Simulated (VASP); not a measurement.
Input of a VASP 6.6.1 run:

Contents of INCAR:

```
  ALGO = Normal
  EDIFF = 1E-6
  EDIFFG = -0.01
  ENCUT = 600
  GGA = PS
  IBRION = 2
  ISIF = 3
  ISMEAR = 0
  LASPH = True
  LCHARG = False
  LREAL = False
  LWAVE = False
  NELM = 80
  NSW = 90
  PREC = Accurate
  SIGMA = 0.03
```

File KPOINTS:

```
k-points
0
Gamma
  8 8 8
```

The input POSCAR:

```
GaP
1.0
    0.0000000000      2.7252500000      2.7252500000
    2.7252500000      0.0000000000      2.7252500000
    2.7252500000      2.7252500000      0.0000000000
Ga P
1 1
Direct
    0.0000000000      0.0000000000      0.0000000000
    0.2500000000      0.2500000000      0.2500000000
```

Potentials or basis: VASP PAW PBE potentials, release 64 (Ga_d, P).

The run is started by

```console
$ cat potpaw_PBE.64/Ga_d/POTCAR potpaw_PBE.64/P/POTCAR > POTCAR
$ mpirun -np 1 vasp_std > vasp.out
```

Q: Predict the space group after relaxing (to 0.05 Å).

A: F-43m (No. 216).

Q: What does it give for the relaxed cell?

A: a = 3.844 Å, b = 3.844 Å, c = 3.844 Å, α = 60.00°, β = 60.00°, γ = 60.00°.

Q: Estimate the relaxed volume.

A: 20.09 Å³/atom.

Step by step:
```tsv
step	energy change (eV)	largest force (eV/Å)	pressure (GPa)	volume (Å³)
1	0.0000	0.0000	-0.64	40.48
2	-0.0004	0.0000	0.43	40.01
3	-0.0006	0.0000	-0.03	40.18
```

Caveat: the PAW data sets were made with another functional, which shifts forces and pressure a little.
